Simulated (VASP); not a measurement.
# KI (Fm-3m) in VASP: a series of runs

One crystal, KI, is run at these levels: PBEsol; tasks: single point.

Program: VASP 6.6.1. These are calculated values, not measurements. Logs are shortened: lines on timing, memory, paths and dates and some standing lists are left out, and cuts for length are marked.

### 1 The structure

The structure is cubic, space group Fm-3m (No. 225). The conventional cell has a = 7.066 Å, b = 7.066 Å, c = 7.066 Å, α = 90.00°, β = 90.00°, γ = 90.00°. I (site symmetry m-3m) is surrounded by 6 K at 3.53 Å. Around K (site symmetry m-3m) lie 6 I at 3.53 Å.

### 2 Single point, PBEsol

Input file INCAR:

```
SYSTEM = KI
PREC = Accurate
ENCUT = 520
EDIFF = 1E-6
ISMEAR = 0
SIGMA = 0.02
LREAL = .False.
LASPH = .True.
NELM = 60
ALGO = Fast
ISIF = 2
LWAVE = .False.
LCHARG = .False.
GGA = PS
```

Input file KPOINTS:

```
regular mesh
0
Gamma
  7 7 7
  0 0 0
```

Input file POSCAR:

```
KI
1.0
    0.0000000000      3.5327750000      3.5327750000
    3.5327750000      0.0000000000      3.5327750000
    3.5327750000      3.5327750000      0.0000000000
I K
1 1
Cartesian
    3.5327750000      3.5327750000      3.5327750000
    0.0000000000      0.0000000000      0.0000000000
```

Potentials or basis: VASP PAW PBE potentials, release 64 (I, K_sv).

Command:

```console
> cat potpaw_PBE.64/I/POTCAR potpaw_PBE.64/K_sv/POTCAR > POTCAR
> mpirun -np 1 vasp_std > vasp.out
```

OUTCAR:

```text
SYSTEM = KI
   PREC = Accurate
   ENCUT = 520
   EDIFF = 1E-6
   ISMEAR = 0
   LREAL = .False.
   LASPH = .True.
   NELM = 60
   ISIF = 2
   GGA = PS

 ion  position               nearest neighbor table
   1  0.500  0.500  0.500-   2 3.53   2 3.53   2 3.53   2 3.53   2 3.53   2 3.53
   2  0.000  0.000  0.000-   1 3.53   1 3.53   1 3.53   1 3.53   1 3.53   1 3.53

  LATTYP: Found a face centered cubic cell.
 ALAT       =     7.0655500000

  Lattice vectors:

 A1 = (   0.0000000000,   3.5327750000,   3.5327750000)
 A2 = (   3.5327750000,   0.0000000000,   3.5327750000)
 A3 = (   3.5327750000,   3.5327750000,   0.0000000000)

Analysis of symmetry for initial positions (statically):
=====================================================================
 Subroutine PRICEL returns:
 Original cell was already a primitive cell.

 Routine SETGRP: Setting up the symmetry group for a
 face centered cubic supercell.

 Subroutine GETGRP returns: Found 48 space group operations
 (whereof 48 operations were pure point group operations)
 out of a pool of 48 trial point group operations.

The static configuration has the point symmetry O_h .

Analysis of symmetry for dynamics (positions and initial velocities):
=====================================================================
 Subroutine PRICEL returns:
 Original cell was already a primitive cell.

 Routine SETGRP: Setting up the symmetry group for a
 face centered cubic supercell.

 Subroutine GETGRP returns: Found 48 space group operations
 (whereof 48 operations were pure point group operations)
 out of a pool of 48 trial point group operations.

The dynamic configuration has the point symmetry O_h .

 Subroutine INISYM returns: Found 48 space group operations
 (whereof 48 operations are pure point group operations),
 and found     1 'primitive' translations

----------------------------------------------------------------------------------------

                                     Primitive cell

  volume of cell :      88.1816

  direct lattice vectors                    reciprocal lattice vectors
     0.000000000  3.532775000  3.532775000    -0.141531799  0.141531799  0.141531799
     3.532775000  0.000000000  3.532775000     0.141531799 -0.141531799  0.141531799
     3.532775000  3.532775000  0.000000000     0.141531799  0.141531799 -0.141531799

  length of vectors
     4.996098318  4.996098318  4.996098318     0.245140266  0.245140266  0.245140266

  position of ions in fractional coordinates (direct lattice)
     0.500000000  0.500000000  0.500000000
     0.000000000  0.000000000  0.000000000

  ion indices of the primitive-cell ions
   primitive index   ion index
                 1           1
                 2           2

----------------------------------------------------------------------------------------

 KPOINTS: regular mesh

Automatic generation of k-mesh.
 Grid dimensions read from file:
 generate k-points for:    7    7    7

 Generating k-lattice:

  Cartesian coordinates                     Fractional coordinates (reciprocal lattice)
    -0.020218828  0.020218828  0.020218828     0.142857143  0.000000000  0.000000000
     0.020218828 -0.020218828  0.020218828     0.000000000  0.142857143  0.000000000
     0.020218828  0.020218828 -0.020218828     0.000000000  0.000000000  0.142857143

  Length of vectors
     0.035020038  0.035020038  0.035020038

  Shift w.r.t. Gamma in fractional coordinates (k-lattice)
     0.000000000  0.000000000  0.000000000

 Subroutine IBZKPT returns following result:
 ===========================================

 Found     20 irreducible k-points:

 Following reciprocal coordinates:
            Coordinates               Weight
  0.000000  0.000000  0.000000      1.000000
  0.142857  0.000000  0.000000      8.000000
  0.285714  0.000000  0.000000      8.000000
  0.428571  0.000000  0.000000      8.000000
  0.142857  0.142857  0.000000      6.000000
  0.285714  0.142857  0.000000     24.000000
[... 12 lines left out ...]
 -0.428571  0.428571  0.142857     24.000000
 -0.285714  0.428571  0.142857     24.000000
   k-points           NKPTS =     20   k-points in BZ     NKDIM =     20   number of bands    NBANDS=     12
   number of dos      NEDOS =    301   number of ions     NIONS =      2
   total plane-waves  NPLWV =  64000
   dimension x,y,z NGX =    40 NGY =   40 NGZ =   40
   dimension x,y,z NGXF=    80 NGYF=   80 NGZF=   80
   ions per type =               1   1
   NGX,Y,Z   is equivalent  to a cutoff of  13.31, 13.31, 13.31 a.u.
   NGXF,Y,Z  is equivalent  to a cutoff of  26.62, 26.62, 26.62 a.u.
 SYSTEM =  KI
   PREC   = accura    normal or accurate (medium, high low for compatibility)
   ISTART =      0    job   : 0-new  1-cont  2-samecut
   ICHARG =      2    charge: 1-file 2-atom 10-const
   ISPIN  =      1    spin polarized calculation?
   LNONCOLLINEAR =      F non collinear calculations
   LSORBIT =      F    spin-orbit coupling
   LASPH  =      T    aspherical Exc in radial PAW
   ENCUT  =  520.0 eV  38.22 Ry    6.18 a.u.   9.29  9.29  9.29*2*pi/ulx,y,z
   NELM   =     60;   NELMIN=  2; NELMDL= -5     # of ELM steps
   EDIFF  = 0.1E-05   stopping-criterion for ELM
   LREAL  =      F    real-space projection
   EDIFFG = 0.1E-04   stopping-criterion for IOM
   NSW    =      0    number of steps for IOM
   IBRION =     -1    ionic relax: 0-MD 1-quasi-New 2-CG
   NFREE  =      0    steps in history (QN), initial steepest desc. (CG)
   ISIF   =      2    stress and relaxation
   ISYM   =      2    0-nonsym 1-usesym 2-fastsym
   POTIM  = 0.5000    time-step for ionic-motion
   TEBEG  =    0.0;   TEEND  =   0.0 temperature during run
   PSTRESS=    0.0 pullay stress
   NELECT =      16.0000    total number of electrons
   NUPDOWN=      -1.0000    fix difference up-down
   EMIN   =  10.00;   EMAX   =-10.00  energy-range for DOS
   EFERMI =   0.00;   METHOD = LEGACY
   ISMEAR =     0;   SIGMA  =   0.02  broadening in eV -4-tet -1-fermi 0-gaus
   EFERMI_NEDOS =   21; number of points for ismear=-14 and -15
   IALGO  =     68    algorithm
   IMIX   =      4    mixing-type and parameters
     AMIX     =   0.40;   BMIX     =  1.00
     AMIX_MAG =   1.60;   BMIX_MAG =  1.00
  volume/ion in A,a.u.               =      44.09       297.54
  Fermi-wavevector in a.u.,A,eV,Ry     =   0.926806  1.751409 11.686988  0.858969
  Thomas-Fermi vector in A             =   2.052808
   LORBIT       =      0    0 simple, 1 ext, 2 COOP (PROOUT), +10 PAW based schemes
   GGA     = PS    functional components
   LHFCALC =     F    Hartree Fock is set to
   AEXX    =    0.0000 exact exchange contribution
   IVDW    =     0    specifies the selected vdW correction
   LEPSILON=     F    determine dielectric tensor
   LRPA    =     F    only Hartree local field effects (RPA)
 non-spin polarized calculation
 RMM-DIIS sequential band-by-band and
 Gauss-broadening in eV      SIGMA  =   0.02
  energy-cutoff  :      520.00
  volume of cell :       88.18
 maximum number of plane-waves:      2421
 NGX is ok and might be reduce to    40
   NGX = 19   NGY = 19   NGZ = 19

 number of electron      15.9999999 magnetization

 Free energy of the ion-electron system (eV)
  ---------------------------------------------------
  ext. energy  EPLUGINS =         0.00000000
  ---------------------------------------------------
  free energy    TOTEN  =        -5.81462834 eV

  energy without entropy =       -5.81462834  energy(sigma->0) =       -5.81462834

 E-fermi :  -0.3463     XC(G=0):  -7.3417

 val. band max:       -0.5082299860   @ k =   0.0000   0.0000   0.0000
 cond. band min:       3.3056854636   @ k =   0.0000   0.0000   0.0000
 fundamental gap:      3.8139154496
 Fermi energy:        -0.3463386038

 k-point     1 :       0.0000    0.0000    0.0000
  band No.  band energies     occupation
      1     -28.8345      2.00000
      2     -12.3869      2.00000
      3     -12.3869      2.00000
      4     -12.3869      2.00000
      5     -11.0453      2.00000
      6      -0.5082      2.00000
      7      -0.5082      2.00000
      8      -0.5082      2.00000
      9       3.3057      0.00000
     10       5.9200      0.00000
     11       5.9200      0.00000
     12       5.9200      0.00000

 k-point     2 :       0.1429    0.0000    0.0000
  band No.  band energies     occupation
      1     -28.8341      2.00000
      2     -12.4217      2.00000
      3     -12.3874      2.00000
      4     -12.3874      2.00000
      5     -10.9866      2.00000
      6      -0.8429      2.00000
      7      -0.5782      2.00000
      8      -0.5782      2.00000
      9       3.7961      0.00000
     10       5.8261      0.00000
     11       6.1390      0.00000
     12       6.1390      0.00000

 k-point     3 :       0.2857    0.0000    0.0000
  band No.  band energies     occupation
      1     -28.8332      2.00000
      2     -12.4915      2.00000
      3     -12.3884      2.00000
      4     -12.3884      2.00000
      5     -10.8615      2.00000
      6      -1.4278      2.00000
      7      -0.7256      2.00000
      8      -0.7256      2.00000
      9       4.5653      0.00000
     10       6.1267      0.00000
     11       6.6926      0.00000
     12       6.6926      0.00000

 k-point     4 :       0.4286    0.0000    0.0000
  band No.  band energies     occupation
      1     -28.8325      2.00000
      2     -12.5413      2.00000
      3     -12.3893      2.00000
      4     -12.3893      2.00000
      5     -10.7660      2.00000
      6      -1.8070      2.00000
      7      -0.8353      2.00000
      8      -0.8353      2.00000
      9       4.8469      0.00000
     10       6.9571      0.00000
     11       7.3765      0.00000
     12       7.3769      0.00000

 k-point     5 :       0.1429    0.1429    0.0000
  band No.  band energies     occupation
      1     -28.8340      2.00000
      2     -12.4216      2.00000
      3     -12.3904      2.00000
      4     -12.3904      2.00000
      5     -10.9764      2.00000
      6      -0.9144      2.00000
      7      -0.5937      2.00000
      8      -0.5937      2.00000
      9       3.9160      0.00000
     10       5.4495      0.00000
     11       6.4077      0.00000
     12       6.4078      0.00000
[... 168 lines left out ...]
      1     -28.8326      2.00000
      2     -12.4816      2.00000
      3     -12.4031      2.00000
      4     -12.3927      2.00000
      5     -10.8460      2.00000
      6      -1.4885      2.00000
      7      -0.8899      2.00000
      8      -0.8247      2.00000
      9       5.2468      0.00000
     10       5.2784      0.00000
     11       6.8892      0.00000
     12       7.4824      0.00000

 k-point    18 :      -0.4286    0.2857    0.1429
  band No.  band energies     occupation
      1     -28.8320      2.00000
      2     -12.4929      2.00000
      3     -12.4080      2.00000
      4     -12.3973      2.00000
      5     -10.8084      2.00000
      6      -1.5729      2.00000
      7      -1.0769      2.00000
      8      -0.9123      2.00000
      9       5.4391      0.00000
     10       6.1304      0.00000
     11       6.4949      0.00000
     12       7.8576      0.00000

 k-point    19 :      -0.4286    0.4286    0.1429
  band No.  band energies     occupation
      1     -28.8318      2.00000
      2     -12.4504      2.00000
      3     -12.4120      2.00000
      4     -12.4103      2.00000
      5     -10.8550      2.00000
      6      -1.4658      2.00000
      7      -1.0195      2.00000
      8      -0.9912      2.00000
      9       4.9135      0.00000
     10       5.7113      0.00000
     11       6.8614      0.00000
     12       7.8369      0.00000

 k-point    20 :      -0.2857    0.4286    0.1429
  band No.  band energies     occupation
      1     -28.8317      2.00000
      2     -12.4571      2.00000
      3     -12.4220      2.00000
      4     -12.4070      2.00000
      5     -10.8309      2.00000
      6      -1.3197      2.00000
      7      -1.2986      2.00000
      8      -0.9987      2.00000
      9       5.4796      0.00000
     10       6.1677      0.00000
     11       6.2638      0.00000
     12       7.6227      0.00000

------------------------ aborting loop because EDIFF is reached ----------------------------------------

  FORCE on cell =-STRESS in cart. coord.  units (eV):
  Direction    XX          YY          ZZ          XY          YZ          ZX
  --------------------------------------------------------------------------------------
  -------------------------------------------------------------------------------------
  Total       -0.1423266     -0.1423266     -0.1423266      0.0000000      0.0000000      0.0000000
  in kB       -2.5859416     -2.5859416     -2.5859416      0.0000000      0.0000000      0.0000000
  external PRESSURE =      -2.5859416 kB  Pullay stress =       0.0000000 kB

 VOLUME and BASIS-vectors are now :
 -----------------------------------------------------------------------------
  energy-cutoff  :      520.00
  volume of cell :       88.18
      direct lattice vectors                 reciprocal lattice vectors
     0.000000000  3.532775000  3.532775000    -0.141531799  0.141531799  0.141531799
     3.532775000  0.000000000  3.532775000     0.141531799 -0.141531799  0.141531799
     3.532775000  3.532775000  0.000000000     0.141531799  0.141531799 -0.141531799

 POSITION                                       TOTAL-FORCE (eV/Angst)
 -----------------------------------------------------------------------------------
      3.53277      3.53277      3.53277         0.000000      0.000000      0.000000
      0.00000      0.00000      0.00000         0.000000      0.000000      0.000000
 -----------------------------------------------------------------------------------
    total drift:                                0.000000     -0.000000     -0.000000

  FREE ENERGIE OF THE ION-ELECTRON SYSTEM (eV)
  ---------------------------------------------------
  free  energy   TOTEN  =        -5.8146283390 eV

  energy  without entropy=       -5.8146283390  energy(sigma->0) =       -5.81462834
```

Run time: 59 s. Hardware: 1 thread of Intel Xeon Platinum 8375C at 2.90GHz (Ice Lake), shared host; peak memory 0.23 GiB.

What came out:

* Free energy: -5.8146 eV
* Pressure: -0.3 GPa
* Band gap on the k mesh: 3.81 eV, direct

Levels at points of the mesh, in eV from the valence-band top:
| k point | band 5 | band 6 | band 7 | band 8 | band 9 | band 10 | band 11 | band 12 |
| --- | --- | --- | --- | --- | --- | --- | --- | --- |
| (0.00, 0.00, 0.00) | -10.54 | 0.00 | 0.00 | 0.00 | 3.81 | 6.43 | 6.43 | 6.43 |

Caveat: the PAW data sets were made with another functional, which shifts forces and pressure a little; spin-orbit coupling is left out, which moves the levels of the heavy elements; an odd mesh through Γ misses points on the zone boundary, where band edges often lie.

### 3 Single point, PBEsol

Input file run.py:

```python
from ase import Atoms
from ase.calculators.vasp import Vasp
from ase.dft.bandgap import bandgap

atoms = Atoms(
    ['I', 'K'],
    cell=[[0.0, 3.532775, 3.532775], [3.532775, 0.0, 3.532775], [3.532775, 3.532775, 0.0]],
    scaled_positions=[[0.5, 0.5, 0.5], [0.0, 0.0, 0.0]],
    pbc=True,
)
calc = Vasp(
    directory='calc',
    xc='pbesol',
    pp='PBE',
    setups='recommended',
    prec='Accurate',
    encut=520,
    ediff=1e-06,
    ismear=0,
    sigma=0.02,
    lreal=False,
    lasph=True,
    nelm=100,
    algo='Normal',
    isif=2,
    lwave=False,
    lcharg=False,
    kpts=[7, 7, 7],
    gamma=True,
)
atoms.calc = calc

print('energy (eV):', atoms.get_potential_energy())
print('free energy (eV):', atoms.get_potential_energy(force_consistent=True))
print('forces (eV/A):')
print(atoms.get_forces())
print('stress (eV/A^3, Voigt):', atoms.get_stress())
print('Fermi level (eV):', calc.get_fermi_level())
gap, top, bottom = bandgap(calc)
print('band gap (eV):', gap, 'from (spin, k, band)', top, 'to', bottom)
```

Potentials or basis: VASP PAW PBE potentials, release 64 (I, K_sv).

Command:

```console
> python run.py
```

Standard output:

```text
energy (eV): -5.81462832
free energy (eV): -5.81462832
forces (eV/A):
[[ 0.  0.  0.]
 [-0. -0. -0.]]
stress (eV/A^3, Voigt): [ 0.00151698  0.00151698  0.00151698 -0.          0.         -0.        ]
Fermi level (eV): -0.35038416
band gap (eV): 3.8131999999999997 from (spin, k, band) (0, np.int64(0), np.int64(7)) to (0, np.int64(0), np.int64(8))
```

OUTCAR:

```text
ENCUT = 520.000000
   EDIFF = 1.00e-06
   GGA = PS
   PREC = Accurate
   ISIF = 2
   ISMEAR = 0
[... 516 lines left out ...]
      3.53277      3.53277      3.53277         0.000000      0.000000      0.000000
      0.00000      0.00000      0.00000        -0.000000     -0.000000     -0.000000
 -----------------------------------------------------------------------------------
    total drift:                                0.000000     -0.000000     -0.000000

  FREE ENERGIE OF THE ION-ELECTRON SYSTEM (eV)
  ---------------------------------------------------
  free  energy   TOTEN  =        -5.8146283167 eV

  energy  without entropy=       -5.8146283167  energy(sigma->0) =       -5.81462832
```

INCAR:

```text
ENCUT = 520.000000
SIGMA = 0.020000
EDIFF = 1.00e-06
ALGO = Normal
GGA = PS
PREC = Accurate
ISIF = 2
ISMEAR = 0
NELM = 100
LASPH = .TRUE.
LCHARG = .FALSE.
LWAVE = .FALSE.
LREAL = .FALSE.
```

Run time: 36 s. Hardware: 1 thread of Intel Xeon Platinum 8375C at 2.90GHz (Ice Lake), shared host; peak memory 0.24 GiB.

Results:

```
Free energy            : -5.8146 eV
Pressure               : -0.2 GPa
Band gap on the k mesh : 3.81 eV, direct
```

Levels at points of the mesh, in eV from the valence-band top:
| k point | band 6 | band 7 | band 8 | band 9 | band 10 | band 11 |
| --- | --- | --- | --- | --- | --- | --- |
| (0.00, 0.00, 0.00) | 0.00 | 0.00 | 0.00 | 3.81 | 6.43 | 6.43 |

Caveat: the PAW data sets were made with another functional, which shifts forces and pressure a little; spin-orbit coupling is left out, which moves the levels of the heavy elements; an odd mesh through Γ misses points on the zone boundary, where band edges often lie.

### 4 For comparison

An earlier run on the cell as given: functional PBE; potentials or basis VASP PAW PBE potentials, release 64 (I, K_sv); cutoff 520 eV; k mesh 7 × 7 × 7; occupations fermi-dirac, width 0.05 eV; no spin polarisation.

- Pressure: 0.6 GPa
- Band gap on the k mesh: 3.96 eV, direct

### 5 Against experiment

Step 2. The gap isn't set beside the deposited one, since this odd mesh misses points on the zone boundary.

Step 3. The gap isn't set beside the deposited one, since this odd mesh misses points on the zone boundary.
